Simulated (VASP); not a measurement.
A run of VASP 6.6.1:

Contents of INCAR:

```
SYSTEM = TlBr
PREC = Accurate ; ENCUT = 520
EDIFF = 1E-6 ; ISMEAR = 0
SIGMA = 0.01 ; LREAL = .FALSE.
LASPH = .TRUE. ; NELM = 100
ALGO = Fast ; ISIF = 2
LWAVE = .FALSE. ; LCHARG = .TRUE.
GGA = CA ; LELF = .TRUE.
LVHAR = .TRUE. ; NBANDS = 17
```

The input KPOINTS:

```
Automatic mesh
0
Gamma
  3 3 3
  0.5 0.5 0.5
```

Contents of POSCAR:

```
TlBr
1.0
    3.9800000000      0.0000000000      0.0000000000
    0.0000000000      3.9800000000      0.0000000000
    0.0000000000      0.0000000000      3.9800000000
Tl Br
1 1
Direct
    0.0000000000      0.0000000000      0.0000000000
    0.5000000000      0.5000000000      0.5000000000
```

Potentials or basis: VASP PAW LDA potentials, release 64 (Tl_d, Br).

The run is started by

```sh
$ cat potpaw_LDA.64/Tl_d/POTCAR potpaw_LDA.64/Br/POTCAR > POTCAR
$ mpirun -np 1 vasp_std > vasp.out
```

Hardware: 1 thread of Intel(R) Xeon(R) Platinum 8259CL CPU @ 2.50GHz (Skylake/Cascade Lake) (shared host).

Question: How long does it take, and how much memory?

Answer: Run time: 6.5 s on 1 thread of Intel(R) Xeon(R) Platinum 8259CL CPU @ 2.50GHz (Skylake/Cascade Lake), with other jobs on the host, peak memory 0.14 GiB. Counts: scf iterations 13, k points 4.
